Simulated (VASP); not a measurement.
# I (Im-3m) in VASP: further runs

The runs below take I through single point, with PBE.

All numbers are computed with VASP 6.6.1; they aren't measurements. Logs are shortened: lines on timing, memory, paths and dates and some standing lists are left out, and cuts for length are marked.

## (1) Starting point

Symmetry: Im-3m, No. 229, cubic system. Conventional cell: a = 4.179 Å, b = 4.179 Å, c = 4.179 Å, α = 90.00°, β = 90.00°, γ = 90.00°. I (site symmetry m-3m) has 8 I at 3.62 Å as nearest neighbours.

The real solid is made of molecules; this cell is a model form.

## (2) Single point, PBE

INCAR reads:

```
SYSTEM = I
PREC = Accurate
ENCUT = 460
EDIFF = 1E-6
ISMEAR = 0
SIGMA = 0.05
LREAL = .FALSE.
LASPH = .FALSE.
NELM = 100
ALGO = Normal
ISIF = 2
LWAVE = .FALSE.
LCHARG = .FALSE.
GGA = PE
NBANDS = 10
ADDGRID = .FALSE.
```

KPOINTS reads:

```
Automatic mesh
0
G
  5 5 5
  0 0 0
```

POSCAR reads:

```
I
1.0
   -2.0893754423      2.0893754423      2.0893754423
    2.0893754423     -2.0893754423      2.0893754423
    2.0893754423      2.0893754423     -2.0893754423
I
1
Direct
    0.0000000000      0.0000000000      0.0000000000
```

Potentials or basis: VASP PAW PBE potentials, release 64 (I).

Started as:

```bash
$ cat potpaw_PBE.64/I/POTCAR > POTCAR
$ mpirun -np 1 vasp_std > vasp.out
```

OUTCAR:

```text
SYSTEM = I
   PREC = Accurate
   ENCUT = 460
   EDIFF = 1E-6
   ISMEAR = 0
   LREAL = .FALSE.
   LASPH = .FALSE.
   NELM = 100
   ISIF = 2
   GGA = PE

 Found     10 irreducible k-points:

 Following reciprocal coordinates:
            Coordinates               Weight
  0.000000  0.000000  0.000000      1.000000
  0.200000  0.000000  0.000000     12.000000
  0.400000  0.000000  0.000000     12.000000
  0.200000  0.200000  0.000000     24.000000
  0.400000  0.200000  0.000000     24.000000
  0.200000  0.200000  0.200000      8.000000
   k-points           NKPTS =     10   k-points in BZ     NKDIM =     10   number of bands    NBANDS=     10
   number of dos      NEDOS =    301   number of ions     NIONS =      1
   total plane-waves  NPLWV =  21952
   dimension x,y,z NGX =    28 NGY =   28 NGZ =   28
   dimension x,y,z NGXF=    56 NGYF=   56 NGZF=   56
   ions per type =               1
   NGX,Y,Z   is equivalent  to a cutoff of  12.86, 12.86, 12.86 a.u.
   NGXF,Y,Z  is equivalent  to a cutoff of  25.73, 25.73, 25.73 a.u.
 SYSTEM =  I
   PREC   = accura    normal or accurate (medium, high low for compatibility)
   ISTART =      0    job   : 0-new  1-cont  2-samecut
   ICHARG =      2    charge: 1-file 2-atom 10-const
   ISPIN  =      1    spin polarized calculation?
   LNONCOLLINEAR =      F non collinear calculations
   LSORBIT =      F    spin-orbit coupling
   LASPH  =      F    aspherical Exc in radial PAW
   ENCUT  =  460.0 eV  33.81 Ry    5.81 a.u.   6.33  6.33  6.33*2*pi/ulx,y,z
   NELM   =    100;   NELMIN=  2; NELMDL= -5     # of ELM steps
   EDIFF  = 0.1E-05   stopping-criterion for ELM
   LREAL  =      F    real-space projection
   EDIFFG = 0.1E-04   stopping-criterion for IOM
   NSW    =      0    number of steps for IOM
   IBRION =     -1    ionic relax: 0-MD 1-quasi-New 2-CG
   NFREE  =      0    steps in history (QN), initial steepest desc. (CG)
   ISIF   =      2    stress and relaxation
   ISYM   =      2    0-nonsym 1-usesym 2-fastsym
   POTIM  = 0.5000    time-step for ionic-motion
   TEBEG  =    0.0;   TEEND  =   0.0 temperature during run
   PSTRESS=    0.0 pullay stress
   NELECT =       7.0000    total number of electrons
   NUPDOWN=      -1.0000    fix difference up-down
   EMIN   =  10.00;   EMAX   =-10.00  energy-range for DOS
   EFERMI =   0.00;   METHOD = LEGACY
   ISMEAR =     0;   SIGMA  =   0.05  broadening in eV -4-tet -1-fermi 0-gaus
   EFERMI_NEDOS =   21; number of points for ismear=-14 and -15
   IALGO  =     38    algorithm
   IMIX   =      4    mixing-type and parameters
     AMIX     =   0.40;   BMIX     =  1.00
     AMIX_MAG =   1.60;   BMIX_MAG =  1.00
  volume/ion in A,a.u.               =      36.48       246.21
  Fermi-wavevector in a.u.,A,eV,Ry     =   0.944215  1.784308 12.130172  0.891543
  Thomas-Fermi vector in A             =   2.071998
   LORBIT       =      0    0 simple, 1 ext, 2 COOP (PROOUT), +10 PAW based schemes
   GGA     = PE    functional components
   LHFCALC =     F    Hartree Fock is set to
   AEXX    =    0.0000 exact exchange contribution
   IVDW    =     0    specifies the selected vdW correction
   LEPSILON=     F    determine dielectric tensor
   LRPA    =     F    only Hartree local field effects (RPA)
 non-spin polarized calculation
 Gauss-broadening in eV      SIGMA  =   0.05
  energy-cutoff  :      460.00
  volume of cell :       36.48
 maximum number of plane-waves:       835
 NGX is ok and might be reduce to    28

 number of electron       7.0000000 magnetization

 Free energy of the ion-electron system (eV)
  ---------------------------------------------------
  ext. energy  EPLUGINS =         0.00000000
  ---------------------------------------------------
  free energy    TOTEN  =        -1.11687889 eV

  energy without entropy =       -1.11599972  energy(sigma->0) =       -1.11643930

 E-fermi :   4.1755     XC(G=0):  -8.9257

 val. band max:        4.0791395172   @ k =   0.4000   0.2000   0.0000
 cond. band min:       4.2374015672   @ k =   0.2000   0.0000   0.0000
 fundamental gap:      0.1582620500
 Fermi energy:         4.1755091711

 k-point     1 :       0.0000    0.0000    0.0000
  band No.  band energies     occupation
      1      -9.1955      2.00000
      2       4.8788      0.00000
      3       4.8788      0.00000
      4       4.8788      0.00000
      5      10.9239      0.00000
      6      13.8612      0.00000
      7      13.8612      0.00000
      8      13.8612      0.00000
      9      16.0928      0.00000
     10      16.0928      0.00000

 k-point     2 :       0.2000    0.0000    0.0000
  band No.  band energies     occupation
      1      -8.8013      2.00000
      2       2.7395      2.00000
      3       4.2374      0.08002
      4       4.7770      0.00000
      5      11.4946      0.00000
      6      12.5503      0.00000
      7      13.9395      0.00000
      8      15.3683      0.00000
      9      15.6769      0.00000
     10      15.7208      0.00000

 k-point     3 :       0.4000    0.0000    0.0000
  band No.  band energies     occupation
      1      -7.9958      2.00000
      2       0.1989      2.00000
      3       3.4303      2.00000
      4       4.6022      0.00000
      5      10.0665      0.00000
      6      11.4525      0.00000
      7      16.2332      0.00000
      8      16.2485      0.00000
      9      18.1888      0.00000
     10      19.0832      0.00000

 k-point     4 :       0.2000    0.2000    0.0000
  band No.  band energies     occupation
      1      -8.1799      2.00000
      2       1.0746      2.00000
      3       3.0426      2.00000
      4       4.2692      0.00807
      5      11.3725      0.00000
      6      12.3285      0.00000
      7      14.5338      0.00000
      8      15.2654      0.00000
      9      18.0102      0.00000
     10      18.7610      0.00000

 k-point     5 :       0.4000    0.2000    0.0000
  band No.  band energies     occupation
      1      -7.7051      2.00000
      2       0.2126      2.00000
      3       2.1065      2.00000
      4       4.0791      1.99358
      5      10.9755      0.00000
      6      12.6715      0.00000
      7      15.2059      0.00000
      8      15.9054      0.00000
      9      19.1371      0.00000
     10      20.1436      0.00000

 k-point     6 :       0.2000    0.2000    0.2000
  band No.  band energies     occupation
      1      -7.7328      2.00000
      2       0.6946      2.00000
      3       2.3875      2.00000
      4       2.3875      2.00000
      5      13.5353      0.00000
      6      13.5353      0.00000
      7      15.0644      0.00000
      8      17.9854      0.00000
      9      17.9854      0.00000
     10      20.8768      0.00000

 [... further k-points ...]

------------------------ aborting loop because EDIFF is reached ----------------------------------------

  FORCE on cell =-STRESS in cart. coord.  units (eV):
  Direction    XX          YY          ZZ          XY          YZ          ZX
  --------------------------------------------------------------------------------------
  -------------------------------------------------------------------------------------
  Total       -0.2165396     -0.2165396     -0.2165396     -0.0000000      0.0000000     -0.0000000
  in kB       -9.5090801     -9.5090801     -9.5090801     -0.0000000      0.0000000     -0.0000000
  external PRESSURE =      -9.5090801 kB  Pullay stress =       0.0000000 kB

 VOLUME and BASIS-vectors are now :
 -----------------------------------------------------------------------------
  energy-cutoff  :      460.00
  volume of cell :       36.48
      direct lattice vectors                 reciprocal lattice vectors
    -2.089375442  2.089375442  2.089375442     0.000000000  0.239305962  0.239305962
     2.089375442 -2.089375442  2.089375442     0.239305962  0.000000000  0.239305962
     2.089375442  2.089375442 -2.089375442     0.239305962  0.239305962  0.000000000

 POSITION                                       TOTAL-FORCE (eV/Angst)
 -----------------------------------------------------------------------------------
      0.00000      0.00000      0.00000        -0.000000     -0.000000     -0.000000
 -----------------------------------------------------------------------------------
    total drift:                                0.000000      0.000000      0.000000

  FREE ENERGIE OF THE ION-ELECTRON SYSTEM (eV)
  ---------------------------------------------------
  free  energy   TOTEN  =        -1.1168788874 eV

  energy  without entropy=       -1.1159997185  energy(sigma->0) =       -1.11643930
```

Run time: 3 s. Hardware: 1 thread of Intel Xeon Platinum 8488C (Sapphire Rapids), shared host; peak memory 0.14 GiB.

These settings aren't checked as converged: the numbers below hold their error.

Results:

| Property | Result |
| --- | --- |
| Free energy | -1.1169 eV |
| Pressure | -1.0 GPa |
| Band gap on the k mesh | none (metal or under the smearing width) |

Caveat: the k mesh is coarse (spacing up to 0.43 Å⁻¹), so the values aren't converged; an odd number of electrons without spin polarisation forces a metal; a magnetic or distorted state may lie lower.

## (3) Single point, PBE

This run uses another cell than the first one, of the same volume but with other edges.

INCAR is that of step 2.

KPOINTS is that of step 2.

POSCAR reads:

```
I
1.0
   -2.1240960000      2.1667550000      2.1089740000
    2.1114880000     -2.1329730000      2.0625830000
    2.0399160000      2.0487930000     -2.0751920000
I
1
Direct
    0.0126280000     -0.0160290000     -0.0040210000
```

Potentials or basis: VASP PAW PBE potentials, release 64 (I).

Started as:

```bash
$ cat potpaw_PBE.64/I/POTCAR > POTCAR
$ mpirun -np 1 vasp_std > vasp.out
```

Wall time 10 s (1 thread of Intel Xeon Platinum 8488C (Sapphire Rapids), shared host); peak memory 0.15 GiB.

The run converged, but some of its settings lie outside the range that counts as converged, so its numbers aren't taken as properties of the crystal.

What came out:

- Free energy: -1.1334 eV
- Pressure: -0.9 GPa
- Band gap on the k mesh: none (metal or under the smearing width)

Caveat: the k mesh is coarse (spacing up to 0.43 Å⁻¹), so the values aren't converged; an odd number of electrons without spin polarisation forces a metal; a magnetic or distorted state may lie lower.

## (4) Single point, PBE

INCAR reads:

```
SYSTEM = I
PREC = Normal
ENCUT = 460
EDIFF = 1E-4
ISMEAR = 0
SIGMA = 0.05
LREAL = Auto
LASPH = .TRUE.
NELM = 100
ALGO = Normal
ISIF = 2
LWAVE = .FALSE.
LCHARG = .FALSE.
GGA = PE
NBANDS = 10
ADDGRID = .FALSE.
```

KPOINTS is that of step 3.

POSCAR reads:

```
I
1.0
   -2.0893754423      2.0893754423      2.0893754423
    2.0893754423     -2.0893754423      2.0893754423
    2.0893754423      2.0893754423     -2.0893754423
I
1
Direct
    0.0000000000      0.0000000000      0.0000000000
```

Started as:

```bash
$ cat potpaw_PBE.64/I/POTCAR > POTCAR
$ mpirun -np 1 vasp_std > vasp.out
```

Run time: 2.3 s. Hardware: 1 thread of Intel Xeon Platinum 8488C (Sapphire Rapids), shared host; peak memory 0.11 GiB.

These settings aren't checked as converged: the numbers below hold their error.

What came out:

```yaml
Free_energy: -1.1180 eV
Pressure: -0.9 GPa
Band_gap_on_the_k_mesh: none (metal or under the smearing width)
```

Caveat: the k mesh is coarse (spacing up to 0.43 Å⁻¹), so the values aren't converged; an odd number of electrons without spin polarisation forces a metal; a magnetic or distorted state may lie lower.
